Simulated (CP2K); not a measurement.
Runs of CP2K 2026.2 on FePt (Tetraferroplatinum). Symmetry: P4/mmm, No. 123, tetragonal system. The conventional cell has a = 2.724 Å, b = 2.724 Å, c = 3.720 Å, α = 90.00°, β = 90.00°, γ = 90.00°. Around Pt (site symmetry 4/mmm) lie 8 Fe at 2.68 Å and 4 Pt at 2.72 Å. Fe (site symmetry 4/mmm) is surrounded by 8 Pt at 2.68 Å and 4 Fe at 2.72 Å. 

```tsv
task	level	potentials or basis	cell	k mesh	smearing	EPS_DEFAULT	k points reduced by the point group	NGRIDS	points a segment of the path (NPOINTS)	bands added on the path	gap on the mesh (eV)	pressure (GPa)	moment (μB)
band structure	r2SCAN	POTENTIAL_UZH Pt GTH-SCAN-q18, Fe GTH-SCAN-q16; TZVP-MOLOPT-SCAN-GTH basis	as given	10 × 10 × 7	fermi-dirac 0.05 eV	1.0E-10	yes	5	6	6	none	5.2	3.64
band structure	LDA	GTH_POTENTIALS Pt GTH-PADE-q18, Fe GTH-PADE-q16; TZVP-MOLOPT-PBE-GTH basis	as given	10 × 10 × 7	fermi-dirac 0.05 eV	1.0E-9	yes	5	10	4	none	(b)	(a)
band structure	PBE	POTENTIAL_UZH Pt GTH-PBE-q18, Fe GTH-PBE-q16; TZVP-MOLOPT-PBE-GTH basis	as given	10 × 10 × 7	fermi-dirac 0.05 eV	1.0E-10	yes	4	8	2	none	4.8	3.38
relaxation of cell and atoms	PBE	POTENTIAL_UZH Pt GTH-PBE-q18, Fe GTH-PBE-q16; TZVP-MOLOPT-PBE-GTH basis	relaxed	7 × 7 × 6	fermi-dirac 0.05 eV	1.0E-9	-	5	-	-	none	0.0	3.47
band structure	PBEsol	POTENTIAL_UZH Pt GTH-PBE-q18, Fe GTH-PBE-q16; TZVP-MOLOPT-PBE-GTH basis	as given	10 × 10 × 7	fermi-dirac 0.0259 eV	1.0E-9	yes	4	10	6	none	-4.4	3.38
```

Alike in all rows: spin collinear, ferromagnetic start.

Question: Fill in the values left out.

Answer: (a) 3.35; (b) -16.7.

Caveats: the basis of atomic orbitals isn't converged, which shifts pressures, moduli and gaps; so large a pressure means that the cell lies far from this level's equilibrium, or that cutoff or potentials fall short (some runs); the printed path begins after the first move (some runs); the potentials were made for another functional, which shifts forces and pressure (some runs).

A k mesh can miss the band edges, and the runs leave out spin-orbit coupling on Pt.

A gap of «none» marks a metal or a gap under the smearing width.

Not every run made on this cell is shown here.
